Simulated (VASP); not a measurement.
# W (Fm-3m) in VASP: further runs, part 2 of 2

VASP 6.6.1. Earlier steps stand in the parts before.

### Step 3. Electric field gradients, PBE (xy shear strain of -2 %, crystal datasets)

INCAR

```
PREC = Accurate
ENCUT = 520
EDIFF = 1E-8
ISMEAR = -1
SIGMA = 0.05
LREAL = False
LASPH = True
NELM = 100
ALGO = Normal
ISIF = 2
LWAVE = False
LCHARG = False
GGA = PE
LEFG = True
NBANDS = 13
```

KPOINTS

```
regular mesh
0
Gamma
  14 14 14
```

POSCAR

```
W
1.0
   -0.0203000000      2.0300000000      2.0300000000
    2.0300000000     -0.0203000000      2.0300000000
    2.0097000000      2.0097000000      0.0000000000
W
1
Direct
    0.0000000000      0.0000000000      0.0000000000
```

Potentials or basis: VASP PAW PBE potentials, release 64 (W_sv).

Started as:

```bash
$ cat potpaw_PBE.64/W_sv/POTCAR > POTCAR
$ mpirun -np 1 vasp_std > vasp.out
```

OUTCAR:

```text
PREC = Accurate
   ENCUT = 520
   EDIFF = 1E-8
   ISMEAR = -1
   LREAL = False
   LASPH = True
   NELM = 100
   ISIF = 2
   GGA = PE

 ion  position               nearest neighbor table
   1  0.000  0.000  0.000-

  LATTYP: Found a body centered orthorhombic cell.
 ALAT       =     2.8421449963
 B/A-ratio  =     1.0202020202
 C/A-ratio  =     1.4284985479

  Lattice vectors:

 A1 = (   0.0203000000,  -2.0300000000,  -2.0300000000)
 A2 = (  -0.0203000000,   2.0300000000,  -2.0300000000)
 A3 = (   2.0300000000,  -0.0203000000,   2.0300000000)

Analysis of symmetry for initial positions (statically):
=====================================================================
 Subroutine PRICEL returns:
 Original cell was already a primitive cell.

 Routine SETGRP: Setting up the symmetry group for a
 body centered orthorhombic supercell.

 Subroutine GETGRP returns: Found  8 space group operations
 (whereof  8 operations were pure point group operations)
 out of a pool of  8 trial point group operations.

The static configuration has the point symmetry D_2h.

Analysis of symmetry for dynamics (positions and initial velocities):
=====================================================================
 Subroutine PRICEL returns:
 Original cell was already a primitive cell.

 Routine SETGRP: Setting up the symmetry group for a
 body centered orthorhombic supercell.

 Subroutine GETGRP returns: Found  8 space group operations
 (whereof  8 operations were pure point group operations)
 out of a pool of  8 trial point group operations.

[... 165 lines left out ...]
     10      12.7381      0.00000
     11      22.9873      0.00000
     12      27.8604      0.00000
     13      28.1179      0.00000
[... 354 lines left out ...]
  band No.  band energies     occupation
      1     -63.4292      2.00000
      2     -27.6945      2.00000
      3     -27.2890      2.00000
      4     -27.2579      2.00000
      5       4.0014      2.00000
      6       7.9761      2.00000
      7       9.8217      1.99936
      8      10.9652      0.00000
      9      12.1001      0.00000
     10      13.7992      0.00000
     11      24.6490      0.00000
     12      27.4932      0.00000
     13      30.0194      0.00000

 [... further k-points ...]

------------------------ aborting loop because EDIFF is reached ----------------------------------------

  FORCE on cell =-STRESS in cart. coord.  units (eV):
  Direction    XX          YY          ZZ          XY          YZ          ZX
  --------------------------------------------------------------------------------------
  -------------------------------------------------------------------------------------
  Total       -0.4527079     -0.4527079     -0.3936349     -0.3212618      0.0000000      0.0000000
  in kB      -43.3564721    -43.3564721    -37.6989740    -30.7676946      0.0000000      0.0000000
  external PRESSURE =     -41.4706394 kB  Pullay stress =       0.0000000 kB

 VOLUME and BASIS-vectors are now :
 -----------------------------------------------------------------------------
  energy-cutoff  :      520.00
  volume of cell :       16.73
      direct lattice vectors                 reciprocal lattice vectors
    -0.020300000  2.030000000  2.030000000    -0.243866751  0.243866751  0.246305419
     2.030000000 -0.020300000  2.030000000     0.243866751 -0.243866751  0.246305419
     2.009700000  2.009700000  0.000000000     0.248793352  0.248793352 -0.246305419

 POSITION                                       TOTAL-FORCE (eV/Angst)
 -----------------------------------------------------------------------------------
      0.00000      0.00000      0.00000         0.000000     -0.000000      0.000000
 -----------------------------------------------------------------------------------
    total drift:                                0.000000     -0.000000     -0.000000

  FREE ENERGIE OF THE ION-ELECTRON SYSTEM (eV)
  ---------------------------------------------------
  free  energy   TOTEN  =       -12.4775886409 eV

  energy  without entropy=      -12.4678853610  energy(sigma->0) =      -12.47273700

 Electric field gradients (V/A^2)
---------------------------------------------------------------------
 ion       V_xx      V_yy      V_zz      V_xy      V_xz      V_yz
---------------------------------------------------------------------
   1       0.399     0.399    -0.799    -6.180    -0.000    -0.000
---------------------------------------------------------------------

 Electric field gradients after diagonalization (V/A^2)
 (convention: |V_zz| > |V_xx| > |V_yy|)
----------------------------------------------------------------------
 ion       V_xx      V_yy      V_zz     asymmetry (V_yy - V_xx)/ V_zz
----------------------------------------------------------------------
   1      -5.781    -0.799     6.579       0.757
----------------------------------------------------------------------

           NMR quadrupolar parameters

 Cq : quadrupolar parameter    Cq=e*Q*V_zz/h
 eta: asymmetry parameters     (V_yy - V_xx)/ V_zz
 Q  : nuclear electric quadrupole moment in mb (millibarn)
----------------------------------------------------------------------
 ion       Cq(MHz)       eta       Q (mb)
----------------------------------------------------------------------
   1       0.016       0.757       1.000
----------------------------------------------------------------------
```

OSZICAR:

```text
N       E                     dE             d eps       ncg     rms          rms(c)
DAV:   1     0.852462086680E+02    0.85246E+02   -0.74634E+03 11205   0.122E+03
DAV:   2    -0.113870138501E+02   -0.96633E+02   -0.92997E+02 12353   0.315E+02
DAV:   3    -0.131109459588E+02   -0.17239E+01   -0.17158E+01 12433   0.406E+01
DAV:   4    -0.131188760669E+02   -0.79301E-02   -0.79279E-02 12398   0.301E+00
DAV:   5    -0.131189467903E+02   -0.70723E-04   -0.70722E-04 12488   0.270E-01    0.184E+01
DAV:   6    -0.126066347532E+02    0.51231E+00   -0.44798E-01 11938   0.880E+00    0.699E+00
DAV:   7    -0.124818756214E+02    0.12476E+00   -0.21191E-01 12478   0.569E+00    0.607E-01
DAV:   8    -0.124776665264E+02    0.42091E-02   -0.40427E-03 11273   0.821E-01    0.809E-02
DAV:   9    -0.124775889417E+02    0.77585E-04   -0.12461E-04 13076   0.129E-01    0.378E-02
DAV:  10    -0.124775883934E+02    0.54835E-06   -0.10821E-05 11848   0.422E-02    0.224E-03
DAV:  11    -0.124775888646E+02   -0.47118E-06   -0.19340E-07 11873   0.497E-03    0.692E-04
DAV:  12    -0.124775886453E+02    0.21925E-06   -0.70826E-09  9154   0.111E-03    0.192E-04
DAV:  13    -0.124775886409E+02    0.44331E-08   -0.96173E-10  6269   0.414E-04
   1 F= -.12477589E+02 E0= -.12472737E+02  d E =-.970328E-02
```

stdout:

```text
POSCAR found type information on POSCAR W
 POSCAR found :  1 types and       1 ions
 scaLAPACK will be used
 LDA part: xc-table for (Slater+PW92), standard interpolation
 POSCAR, INCAR and KPOINTS ok, starting setup
 FFT: planning ... GRIDC
 FFT: planning ... GRID_SOFT
 FFT: planning ... GRID
 WAVECAR not read
 entering main loop
ion   1
```

It took 56 s on 1 thread of AMD EPYC 9R45 (Zen 5), shared host; peak memory 0.18 GiB.

What came out:

```yaml
Free_energy: -12.4776 eV
Pressure: -4.1 GPa
Band_gap_on_the_k_mesh: none (metal or under the smearing width)
```

Stress tensor (GPa, compression positive):
```
-4.34 -3.08  0.00
-3.08 -4.34  0.00
 0.00  0.00 -3.77
```

Levels at points of the mesh, in eV from the Fermi level:
```
           k point  band 4  band 5  band 6  band 7  band 8  band 9  band 10  band 11
(0.00, 0.00, 0.00)  -37.34   -8.89   -0.71   -0.54   -0.35    2.51     2.51    12.76
(0.50, 0.00, 0.00)  -37.48   -5.51   -0.84   -0.57    0.48    4.77     4.98     9.88
(0.50, 0.50, 0.00)  -37.71   -5.35   -4.40    2.95    4.88    5.62     5.62    11.27
(0.00, 0.00, 0.50)  -37.52   -5.48   -0.92   -0.65    0.68    4.85     5.05    10.15
(0.50, 0.00, 0.50)  -37.75   -5.35   -4.40    2.95    4.85    5.61     5.64    11.58
```

Electric field gradients, principal values (V/Å²):
```csv
atom,Vxx,Vyy,Vzz
1 W,-0.799,-5.781,6.579
```

The run has no spin-orbit coupling, so splittings on W are missing.
